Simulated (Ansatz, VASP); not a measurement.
# In: VASP beside Ansatz

File INCAR:

```
PREC = Accurate ; ENCUT = 520
EDIFF = 1E-6 ; ISMEAR = -1
SIGMA = 0.05 ; LREAL = F
LASPH = T ; NELM = 60
ALGO = Normal ; ISIF = 2
LWAVE = F ; LCHARG = F
GGA = PS ; NBANDS = 12
```

Contents of KPOINTS:

```
regular mesh
0
Gamma
  10 10 10
```

Contents of POSCAR:

```
In
1.0
   -1.9213442775      1.9213442775      1.8072242304
    1.9213442775     -1.9213442775      1.8072242304
    1.9213442775      1.9213442775     -1.8072242304
In
1
Direct
    0.0000000000      0.0000000000      0.0000000000
```

Contents of input.yaml:

```yaml
crystal:
  lattice:
    - [-1.9213442775, 1.9213442775, 1.8072242304]
    - [1.9213442775, -1.9213442775, 1.8072242304]
    - [1.9213442775, 1.9213442775, -1.8072242304]
  atoms:
    - { symbol: In, position: [0.0, 0.0, 0.0] }
kpoints:
  mp_grid: { grid: [10, 10, 10] }
scf:
  occupations: { method: fermi_dirac, width: 0.05 }
hamiltonian:
  xc: pbesol
  pseudopotentials: { kind: all_electron, lapw: { basis_error: 0.001 } }
output:
  forces: true
  stress: true
  eigenvalues: true
```

Change from the starting cell: strain_z_fixed_volume = -0.04.

Alike in both runs: task single point; functional PBEsol; k mesh 10 × 10 × 10; occupations fermi-dirac, width 0.05 eV; no spin polarisation.

```csv
,VASP,Ansatz
version,VASP 6.6.1,Ansatz 0.2.0
potentials or method,"VASP PAW PBE potentials, release 64 (In_d)","all-electron LAPW, scalar-relativistic"
plane-wave cutoff (eV),520,see its input
```

|  | VASP | Ansatz | Ansatz less VASP |
| --- | --- | --- | --- |
| gap on the k mesh at the Fermi level (eV) | none | none | - |
| pressure (GPa) | -1.3 | -1.3 | +0.02 |
| largest component of the traceless stress (GPa) | 0.96 | 0.96 | -0.002 |

A gap of «none» marks a metal or a gap that the smearing closes. Ansatz ran all-electron here, so the differences hold the error of VASP's frozen core and of both bases.

Caveats: the PAW data sets were made with another functional, which shifts forces and pressure a little (VASP).
